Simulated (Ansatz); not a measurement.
Base system: ZnTe in the zinc blende structure (space group F-43m, No. 216; a = 6.179 Å).

The change: a hydrostatic pressure of 9 GPa.

Levels (all Ansatz, an electronic-structure program, PAW): PBE (420 eV, no spin-orbit coupling); HSE06 (420 eV, no spin-orbit coupling).

The geometry is relaxed with PBE.

* **PBE band gap**: 1.80 eV

What does HSE06 give at this geometry for the band gap?

The band gap goes up by 0.99 eV, from 1.80 eV to 2.79 eV.

Single points use the geometry relaxed with PBE. With Te present, leaving out spin-orbit coupling can change the band edges. Load acts through the strain it causes; cell and atoms are relaxed under it. Whether these cells are dynamically stable was not tested. Tetrahedral semiconductors of this kind turn to denser phases somewhere between about 1 and 50 GPa; those were not computed, so compressed cells here can lie past the real transition.
